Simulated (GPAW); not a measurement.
# Dielectric function and optical constants of LiF (Griceite)

Wanted: where LiF (Griceite) starts to absorb, how strongly, and its refractive index.

Main program and level: GPAW 26.7.0; DFT, PBE, plane-wave PAW (GPAW data sets), scalar-relativistic, RPA, optical limit.

### Step 1. Set-up

Symmetry: Fm-3m, No. 225, cubic system. The conventional cell has a = 4.028 Å, b = 4.028 Å, c = 4.028 Å, α = 90.00°, β = 90.00°, γ = 90.00°. Nearest to F lie 6 Li at 2.01 Å. Nearest to Li lie 6 F at 2.01 Å. Farther neighbours and most contacts between anions are not listed.

Coordinates:

```xyz
2
Lattice="0.0000 2.0140 2.0140 2.0140 0.0000 2.0140 2.0140 2.0140 0.0000" Properties=species:S:1:pos:R:3 pbc="T T T"
F     2.0140    2.0140    2.0140
Li    0.0000    0.0000    0.0000
```

### Step 2. Dielectric function, RPA

Transitions between filled and empty bands, summed over the zone, give the optical response, so mesh, band count and broadening shape it.

The induced potential is part of this response.

Input file df.py:

```python
from gpaw.response.df import DielectricFunction

df = DielectricFunction('full.gpw', frequencies={'type': 'nonlinear', 'domega0': 0.03, 'omega2': 8},
                        ecut=50,
                        eta=0.15,
                        nbands=15,
                        txt='df.txt')
for direction in ['x', 'z']:
    df.get_dielectric_function(xc='RPA', direction=direction, filename=f'df_{direction}.csv')
```

The run is started by

```sh
$ OMP_NUM_THREADS=1 python df.py
```

Numbers of over 12 decimals in the logs are rounded to 6 here.

Log:

```text
Using integrator: PointIntegrator
NonLinearFrequencyDescriptor(from 0.000 to 66.562 eV, 500 points)
Nonperiodic BCs:  [False False False]
Using integrator: PointIntegrator
NonLinearFrequencyDescriptor(from 0.000 to 66.562 eV, 500 points)
Nonperiodic BCs:  [False False False]

Calculating chi0 body with:
    Ground state adapter containing:
    Number of spins: 1
    Number of kpoints: 3375
    Number of irreducible kpoints: 120
    Number of completely occupied states: 4
    Number of partially occupied states: 4

    Linear response parametrization:
    q_c: [0.0, 0.0, 0.0]
    Number of frequency points: 500
    Planewave cutoff: 50.0
    Number of bands: 15
    Number of planewaves: 15
    Broadening (eta): 0.15

Integrating chi0 body.

Symmetries of q_c:
    Direct symmetries (Uq -> q): 48
    Indirect symmetries (TUq -> q): 0
In total 48 allowed symmetries.

120 groups of equivalent kpoints. 96.444444% reduction.

Integral kind: spectral function

Calculating chi0 optical extensions with:
    Ground state adapter containing:
    Number of spins: 1
    Number of kpoints: 3375
    Number of irreducible kpoints: 120
    Number of completely occupied states: 4
    Number of partially occupied states: 4

    Linear response parametrization:
    Number of frequency points: 500
    Planewave cutoff: 50.0
    Number of bands: 15
    Number of planewaves: 15
    Broadening (eta): 0.15
Integrating chi0 head and wings.

Symmetries of q_c:
    Direct symmetries (Uq -> q): 48
    Indirect symmetries (TUq -> q): 0
In total 48 allowed symmetries.

120 groups of equivalent kpoints. 96.444444% reduction.

Integral kind: spectral function wings
```

It took 3.1 s on 1 thread of Intel Xeon Platinum 8375C at 2.90GHz (Ice Lake), shared host; peak memory 0.18 GiB.

Numbers from this step:

| Property | Result |
| --- | --- |
| electronic dielectric constant ε∞, mean over x, y and z (by symmetry where fewer were run) | 1.928 |
| main peak of Im epsilon, first axis | 11.26 eV |

Some rows of df_x.csv (energy; Re and Im without local fields; Re and Im with them):

```text
0.000000, 1.994725, 0.000000, 1.927558, 0.000000
0.429336, 1.995558, 0.000583, 1.928339, 0.000546
0.878195, 1.998222, 0.001201, 1.930837, 0.001126
1.347938, 2.003017, 0.001868, 1.935335, 0.001752
1.840057, 2.010331, 0.002601, 1.942199, 0.002442
2.356191, 2.020676, 0.003426, 1.951911, 0.003218
2.898142, 2.034734, 0.004378, 1.965122, 0.004116
3.467895, 2.053448, 0.005509, 1.982727, 0.005186
4.067647, 2.078153, 0.006899, 2.006002, 0.006506
4.699832, 2.110821, 0.008683, 2.036839, 0.008205
5.367152, 2.154514, 0.011093, 2.078190, 0.010514
6.072622, 2.214327, 0.014586, 2.134994, 0.013881
6.819608, 2.299621, 0.020182, 2.216389, 0.019315
7.611886, 2.430542, 0.030780, 2.342205, 0.029709
8.453705, 2.666465, 0.060288, 2.571543, 0.059063
9.349861, 3.109989, 0.434482, 3.005229, 0.438346
10.305790, 3.282610, 0.979519, 3.145292, 0.980532
11.327680, 2.360790, 2.376666, 2.207643, 2.324529
12.422601, 1.266301, 1.670590, 1.124011, 1.605576
13.598673, 1.154279, 1.009341, 1.007415, 0.937028
```

Values under the direct gap are tails of Lorentzian lines. Im ε, E ∥ x or z against photon energy; read off at these points:

photon energy (eV), Im ε, E ∥ x or z and a bar:
```
     0.00       0.00 
     0.50       0.00 
     1.00       0.00 
     1.50       0.00 
     2.00       0.00 
     2.50       0.00 
     3.00       0.00 
     3.50       0.01 
     4.00       0.01 
     4.50       0.01 
     5.00       0.01 
     5.50       0.01 
     6.00       0.01 
     6.50       0.02 
     7.00       0.02 
     7.50       0.03 
     8.00       0.04 
     8.50       0.06 #
     9.00       0.17 ##
     9.50       0.54 #######
    10.00       0.91 ###########
    10.50       1.29 ################
    11.00       2.16 ###########################
    11.25       2.37 ##############################
    11.50       2.26 #############################
    12.00       1.95 #########################
    12.50       1.47 ###################
    13.00       1.30 ################
    13.50       1.07 #############
```

Table of Re ε, E ∥ x or z by photon energy:

```
photon energy (eV)  Re ε, E ∥ x or z
               0.0              1.93
               0.5              1.93
               1.0              1.93
               1.5              1.94
               2.0              1.94
               2.5              1.96
               3.0              1.97
               3.5              1.98
               4.0              2.00
               4.5              2.03
               5.0              2.05
               5.5              2.09
               6.0              2.13
               6.5              2.18
               7.0              2.24
               7.5              2.32
               8.0              2.43
               8.5              2.59
               9.0              2.87
               9.5              3.04
              10.0              3.07
              10.5              3.15
              11.0              2.96
              11.5              2.01
              12.0              1.46
              12.5              1.20
              13.0              1.15
              13.5             0.922
```

Values under the direct gap are tails of Lorentzian lines. Table of Im ε, E ∥ x or z by photon energy; read off at these points:

```
photon energy (eV)  without local fields  with local fields
              0.00                     0                  0
              0.50                6.8e-4             6.4e-4
              1.00               0.00137            0.00129
              1.50               0.00209            0.00196
              2.00               0.00285            0.00268
              2.50               0.00367            0.00345
              3.00               0.00457            0.00430
              3.50               0.00558            0.00525
              4.00               0.00673            0.00635
              4.50               0.00808            0.00763
              5.00               0.00969            0.00916
              5.50                0.0117             0.0111
              6.00                0.0142             0.0135
              6.50                0.0175             0.0167
              7.00                0.0220             0.0211
              7.50                0.0288             0.0277
              8.00                0.0401             0.0389
              8.50                0.0636             0.0624
              9.00                 0.169              0.169
              9.50                 0.536              0.540
             10.00                 0.900              0.907
             10.50                  1.29               1.29
             11.00                  2.19               2.16
             11.25                  2.42               2.37
             11.50                  2.31               2.26
             12.00                  2.01               1.95
             12.50                  1.53               1.47
             13.00                  1.37               1.30
             13.50                  1.14               1.07
```

The loss function −Im 1/ε at q → 0, E ∥ x or z has structure finer than the step of the table below, so its rows give means over 0.5 eV, whole bins alone (the curve runs from 0 to 14.0 eV). Peaks (eV: height): 13.51: 0.538.

Values under the direct gap are tails of Lorentzian lines. Table of loss function −Im 1/ε at q → 0, E ∥ x or z by energy loss; means over each step:

```
energy loss (eV)  loss function −Im 1/ε at q → 0, E ∥ x or z
             0.5                                      1.7e-4
             1.0                                      3.4e-4
             1.5                                      5.2e-4
             2.0                                      7.1e-4
             2.5                                      9.0e-4
             3.0                                     0.00111
             3.5                                     0.00134
             4.0                                     0.00158
             4.5                                     0.00186
             5.0                                     0.00217
             5.5                                     0.00254
             6.0                                     0.00298
             6.5                                     0.00352
             7.0                                     0.00421
             7.5                                     0.00517
             8.0                                     0.00663
             8.5                                     0.00951
             9.0                                      0.0227
             9.5                                      0.0568
            10.0                                      0.0844
            10.5                                       0.107
            11.0                                       0.159
            11.5                                       0.251
            12.0                                       0.321
            12.5                                       0.391
            13.0                                       0.425
            13.5                                       0.487
```

Refractive index n and extinction k against photon energy:

```
photon energy (eV)     n        k
               0.0  1.39        0
               0.5  1.39   2.3e-4
               1.0  1.39   4.6e-4
               1.5  1.39   7.0e-4
               2.0  1.39   9.6e-4
               2.5  1.40  0.00123
               3.0  1.40  0.00153
               3.5  1.41  0.00186
               4.0  1.42  0.00224
               4.5  1.42  0.00268
               5.0  1.43  0.00320
               5.5  1.44  0.00383
               6.0  1.46  0.00462
               6.5  1.48  0.00565
               7.0  1.50  0.00705
               7.5  1.52  0.00911
               8.0  1.56   0.0125
               8.5  1.61   0.0194
               9.0  1.70   0.0497
               9.5  1.75    0.154
              10.0  1.77    0.256
              10.5  1.81    0.357
              11.0  1.82    0.593
              11.5  1.59    0.711
              12.0  1.39    0.698
              12.5  1.24    0.590
              13.0  1.20    0.541
              13.5  1.08    0.494
```

From ε follow the optical constants at some laser and lamp lines:

```
wavelength (nm)     n      k  R (%)     1/α
           1550  1.39  0.000    2.7  334 µm
            800  1.39  0.001    2.7   87 µm
            633  1.39  0.001    2.7   54 µm
            532  1.40  0.001    2.7   37 µm
            450  1.40  0.001    2.8   26 µm
            308  1.42  0.002    3.0   11 µm
            193  1.47  0.005    3.7  2.8 µm
```

Below the direct gap, k and the depth come from the tails of the Lorentzian lines, not from transitions.

### Step 3. Outcome

| Item | Value |
| --- | --- |
| electronic dielectric constant ε∞, mean over x, y and z (by symmetry where fewer were run) (RPA) | 1.93 |
| main peak of Im epsilon, first axis | 11.3 eV |

**Reading.** At this level (PBE, RPA) LiF has ε∞ = 1.93 and n = 1.39 at 1550 nm, and Im ε peaks at 11.3 eV. Local fields change the static value along x from 1.99 to 1.93 (-3 %). Distinct maxima of Im ε, read by a parabola through the highest points, lie at 11.26 eV (2.4) and 12.72 eV (1.6). Excitons and phonon-assisted transitions are missing; PBE gaps are as a rule too small, which pulls the onset down and ε∞ up. The sum runs over mesh points, so small or evenly spaced maxima can still be ripples of the mesh. In this version of GPAW the matrix elements of the optical limit are incomplete, which can lower ε − 1 by up to a tenth where first-row anions or d states rule, and shift it by more in d metals.

[Machine, clock and banner lines and Python warnings are left out of the logs.]

[Logs are printed without paths, hosts, clocks, repeated set-up lines and the standing remarks that a program may print on its own settings, such as how far it seeks lower states.]

[Hosts, paths, dates, database ids (printed as entryN), source tags and the programs' standing remarks are cut or masked in the printed files.]
